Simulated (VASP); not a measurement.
# Rh (Fm-3m) in VASP: notebook

One crystal, Rh, is run at these levels: PBEsol, RPBE; tasks: relaxation of cell and atoms.

Everything below comes from runs of VASP 6.6.1. Logs are shortened: lines on timing, memory, paths and dates and some standing lists are left out, and cuts for length are marked.

**1. Starting point**

The structure is cubic, space group Fm-3m (No. 225). Conventional cell: a = 3.806 Å, b = 3.806 Å, c = 3.806 Å, α = 90.00°, β = 90.00°, γ = 90.00°. Rh (site symmetry m-3m) has 12 Rh at 2.69 Å as nearest neighbours.

**2. Relaxation of cell and atoms, PBEsol**

INCAR reads:

```
PREC = Accurate
ENCUT = 580
EDIFF = 1E-7
ISMEAR = 0
SIGMA = 0.1
LREAL = F
LASPH = T
NELM = 80
ALGO = Normal
ISIF = 3
LWAVE = F
LCHARG = F
GGA = PS
IBRION = 2
NSW = 90
EDIFFG = -0.005
```

KPOINTS reads:

```
Automatic mesh
0
Gamma
  18 18 18
```

POSCAR reads:

```
Rh
1.0
    0.0000000000      1.9029860900      1.9029860900
    1.9029860900      0.0000000000      1.9029860900
    1.9029860900      1.9029860900      0.0000000000
Rh
1
Direct
    0.0000000000      0.0000000000      0.0000000000
```

Potentials or basis: VASP PAW PBE potentials, release 64 (Rh).

On the command line:

```bash
> cat potpaw_PBE.64/Rh/POTCAR > POTCAR
> mpirun -np 1 vasp_std > vasp.out
```

OUTCAR:

```text
PREC = Accurate
   ENCUT = 580
   EDIFF = 1E-7
   ISMEAR = 0
   LREAL = F
   LASPH = T
   NELM = 80
   ISIF = 3
   GGA = PS
   IBRION = 2
   NSW = 90
   EDIFFG = -0.005

 ion  position               nearest neighbor table
   1  0.000  0.000  0.000-

  LATTYP: Found a face centered cubic cell.
 ALAT       =     3.8059721800

  Lattice vectors:

 A1 = (   0.0000000000,   1.9029860900,   1.9029860900)
 A2 = (   1.9029860900,   0.0000000000,   1.9029860900)
 A3 = (   1.9029860900,   1.9029860900,   0.0000000000)

Analysis of symmetry for initial positions (statically):
=====================================================================
 Subroutine PRICEL returns:
 Original cell was already a primitive cell.

 Routine SETGRP: Setting up the symmetry group for a
 face centered cubic supercell.

 Subroutine GETGRP returns: Found 48 space group operations
 (whereof 48 operations were pure point group operations)
 out of a pool of 48 trial point group operations.

The static configuration has the point symmetry O_h .

Analysis of symmetry for dynamics (positions and initial velocities):
=====================================================================
 Subroutine PRICEL returns:
 Original cell was already a primitive cell.

 Routine SETGRP: Setting up the symmetry group for a
 face centered cubic supercell.

 Subroutine GETGRP returns: Found 48 space group operations
 (whereof 48 operations were pure point group operations)
 out of a pool of 48 trial point group operations.

The dynamic configuration has the point symmetry O_h .

 Subroutine INISYM returns: Found 48 space group operations
 (whereof 48 operations are pure point group operations),
 and found     1 'primitive' translations

----------------------------------------------------------------------------------------

                                     Primitive cell

  volume of cell :      13.7828

  direct lattice vectors                    reciprocal lattice vectors
     0.000000000  1.902986090  1.902986090    -0.262744958  0.262744958  0.262744958
     1.902986090  0.000000000  1.902986090     0.262744958 -0.262744958  0.262744958
     1.902986090  1.902986090  0.000000000     0.262744958  0.262744958 -0.262744958

  length of vectors
     2.691228737  2.691228737  2.691228737     0.455087616  0.455087616  0.455087616

  position of ions in fractional coordinates (direct lattice)
     0.000000000  0.000000000  0.000000000

  ion indices of the primitive-cell ions
   primitive index   ion index
                 1           1

----------------------------------------------------------------------------------------

 KPOINTS: Automatic mesh

Automatic generation of k-mesh.
 Grid dimensions read from file:
 generate k-points for:   18   18   18

 Generating k-lattice:

  Cartesian coordinates                     Fractional coordinates (reciprocal lattice)
    -0.014596942  0.014596942  0.014596942     0.055555556  0.000000000  0.000000000
     0.014596942 -0.014596942  0.014596942     0.000000000  0.055555556  0.000000000
     0.014596942  0.014596942 -0.014596942     0.000000000  0.000000000  0.055555556

  Length of vectors
     0.025282645  0.025282645  0.025282645

  Shift w.r.t. Gamma in fractional coordinates (k-lattice)
     0.000000000  0.000000000  0.000000000

 Subroutine IBZKPT returns following result:
 ===========================================

 Found    195 irreducible k-points:

 Following reciprocal coordinates:
            Coordinates               Weight
  0.000000  0.000000  0.000000      1.000000
  0.055556  0.000000  0.000000      8.000000
  0.111111  0.000000  0.000000      8.000000
  0.166667  0.000000  0.000000      8.000000
  0.222222  0.000000  0.000000      8.000000
  0.277778  0.000000  0.000000      8.000000
[... 16 lines left out ...]
 -0.277778  0.055556  0.000000     24.000000
 -0.222222  0.055556  0.000000     24.000000
 [... further k-points ...]
   k-points           NKPTS =    195   k-points in BZ     NKDIM =    195   number of bands    NBANDS=      8
   number of dos      NEDOS =    301   number of ions     NIONS =      1
   total plane-waves  NPLWV =  13824
   dimension x,y,z NGX =    24 NGY =   24 NGZ =   24
   dimension x,y,z NGXF=    48 NGYF=   48 NGZF=   48
   ions per type =               1
   NGX,Y,Z   is equivalent  to a cutoff of  14.83, 14.83, 14.83 a.u.
   NGXF,Y,Z  is equivalent  to a cutoff of  29.65, 29.65, 29.65 a.u.
 SYSTEM =  unknown system
   PREC   = accura    normal or accurate (medium, high low for compatibility)
   ISTART =      0    job   : 0-new  1-cont  2-samecut
   ICHARG =      2    charge: 1-file 2-atom 10-const
   ISPIN  =      1    spin polarized calculation?
   LNONCOLLINEAR =      F non collinear calculations
   LSORBIT =      F    spin-orbit coupling
   LASPH  =      T    aspherical Exc in radial PAW
   ENCUT  =  580.0 eV  42.63 Ry    6.53 a.u.   5.28  5.28  5.28*2*pi/ulx,y,z
   NELM   =     80;   NELMIN=  2; NELMDL= -5     # of ELM steps
   EDIFF  = 0.1E-06   stopping-criterion for ELM
   LREAL  =      F    real-space projection
   EDIFFG = -.5E-02   stopping-criterion for IOM
   NSW    =     90    number of steps for IOM
   IBRION =      2    ionic relax: 0-MD 1-quasi-New 2-CG
   NFREE  =      1    steps in history (QN), initial steepest desc. (CG)
   ISIF   =      3    stress and relaxation
   ISYM   =      2    0-nonsym 1-usesym 2-fastsym
   POTIM  = 0.5000    time-step for ionic-motion
   TEBEG  =    0.0;   TEEND  =   0.0 temperature during run
   PSTRESS=    0.0 pullay stress
   NELECT =       9.0000    total number of electrons
   NUPDOWN=      -1.0000    fix difference up-down
   EMIN   =  10.00;   EMAX   =-10.00  energy-range for DOS
   EFERMI =   0.00;   METHOD = LEGACY
   ISMEAR =     0;   SIGMA  =   0.10  broadening in eV -4-tet -1-fermi 0-gaus
   EFERMI_NEDOS =   21; number of points for ismear=-14 and -15
   IALGO  =     38    algorithm
   IMIX   =      4    mixing-type and parameters
     AMIX     =   0.40;   BMIX     =  1.00
     AMIX_MAG =   1.60;   BMIX_MAG =  1.00
  volume/ion in A,a.u.               =      13.78        93.01
  Fermi-wavevector in a.u.,A,eV,Ry     =   1.420289  2.683957 27.445956  2.017221
  Thomas-Fermi vector in A             =   2.541220
   LORBIT       =      0    0 simple, 1 ext, 2 COOP (PROOUT), +10 PAW based schemes
   GGA     = PS    functional components
   LHFCALC =     F    Hartree Fock is set to
   AEXX    =    0.0000 exact exchange contribution
   IVDW    =     0    specifies the selected vdW correction
   LEPSILON=     F    determine dielectric tensor
   LRPA    =     F    only Hartree local field effects (RPA)
 conjugate gradient relaxation of ions
 non-spin polarized calculation
 Gauss-broadening in eV      SIGMA  =   0.10
  energy-cutoff  :      580.00
  volume of cell :       13.78
 maximum number of plane-waves:       448
 NGX is ok and might be reduce to    24
   NGX = 11   NGY = 11   NGZ = 11

--------------------------------------- Ionic step        1  -------------------------------------------

 number of electron       8.9999999 magnetization

 Free energy of the ion-electron system (eV)
  ---------------------------------------------------
  ext. energy  EPLUGINS =         0.00000000
  ---------------------------------------------------
  free energy    TOTEN  =        -8.15235798 eV

  energy without entropy =       -8.14551170  energy(sigma->0) =       -8.14893484

------------------------ aborting loop because EDIFF is reached ----------------------------------------

  FORCE on cell =-STRESS in cart. coord.  units (eV):
  Direction    XX          YY          ZZ          XY          YZ          ZX
  --------------------------------------------------------------------------------------
  -------------------------------------------------------------------------------------
  Total       -0.5963665     -0.5963665     -0.5963665      0.0000000      0.0000000      0.0000000
  in kB      -69.3245371    -69.3245371    -69.3245371      0.0000000      0.0000000      0.0000000
  external PRESSURE =     -69.3245371 kB  Pullay stress =       0.0000000 kB
[... 90 lines left out ...]
  energy  without entropy=       -8.1533194797  energy(sigma->0) =       -8.15659947

--------------------------------------- Ionic step        4  -------------------------------------------

 number of electron       9.0000000 magnetization

 Free energy of the ion-electron system (eV)
  ---------------------------------------------------
  ext. energy  EPLUGINS =         0.00000000
  ---------------------------------------------------
  free energy    TOTEN  =        -8.15988363 eV

  energy without entropy =       -8.15332945  energy(sigma->0) =       -8.15660654

 E-fermi :  12.0133     XC(G=0): -13.9047

 val. band max:       12.0063229357   @ k =   0.5000   0.2222   0.1111
 cond. band min:      12.0163494373   @ k =   0.5000   0.3889   0.0556
 fundamental gap:      0.0100265015
 Fermi energy:        12.0133113643

 k-point     1 :       0.0000    0.0000    0.0000
  band No.  band energies     occupation
      1       3.8081      2.00000
      2       8.8039      2.00000
      3       8.8039      2.00000
      4       8.8039      2.00000
      5      10.9881      2.00000
      6      10.9881      2.00000
      7      27.9571      0.00000
      8      28.0523      0.00000
[... 243 lines left out ...]
 k-point    24 :      -0.2222    0.0556    0.0000
  band No.  band energies     occupation
      1       5.6651      2.00000
      2       8.4432      2.00000
      3       9.2109      2.00000
      4       9.2659      2.00000
      5      10.7787      2.00000
      6      11.4878      2.00000
      7      27.5320      0.00000
      8      28.1045      0.00000

 [... further k-points ...]
[... 5 lines left out ...]
  --------------------------------------------------------------------------------------
  -------------------------------------------------------------------------------------
  Total       -0.0009741     -0.0009741     -0.0009741      0.0000000      0.0000000      0.0000000
  in kB       -0.1160771     -0.1160771     -0.1160771      0.0000000      0.0000000      0.0000000
  external PRESSURE =      -0.1160771 kB  Pullay stress =       0.0000000 kB
[... 16 lines left out ...]
  FREE ENERGIE OF THE ION-ELECTRON SYSTEM (eV)
  ---------------------------------------------------
  free  energy   TOTEN  =        -8.1598836295 eV

  energy  without entropy=       -8.1533294531  energy(sigma->0) =       -8.15660654

 reached required accuracy - stopping structural energy minimisation
```

Run time: 41 s. Hardware: 1 thread of AMD EPYC 9R45 (Zen 5), shared host; peak memory 0.14 GiB.

Results:

```yaml
Free_energy: -8.1599 eV
Relaxed_volume: 13.45 Å³/atom
Relaxed_cell: a = 2.669 Å, b = 2.669 Å, c = 2.669 Å, α = 60.00°, β = 60.00°, γ = 60.00°
Space_group_after_relaxing_to_0.05_Å: Fm-3m (No. 225)
Energy_gained_by_relaxing: 7.5 meV/atom
Ionic_steps: 4
Pressure_after_relaxing: 0.0 GPa
Band_gap_on_the_k_mesh: none (metal or under the smearing width)
```

The path:
```
step  energy change (eV)  largest force (eV/Å)  pressure (GPa)  volume (Å³)
   1              0.0000                0.0000           -6.93        13.78
   2              0.0450                0.0000           21.98        12.63
   3             -0.0075                0.0000           -0.17        13.45
   4             -0.0075                0.0000           -0.01        13.45
```

Final structure:
```
Rh
1.0
     0.00000    1.88734    1.88734
     1.88734    0.00000    1.88734
     1.88734    1.88734    0.00000
Rh
1
Direct
  0.00000 0.00000 0.00000
```

Caveat: the PAW data sets were made with another functional, which shifts forces and pressure a little.

[end of part 1 of 2]
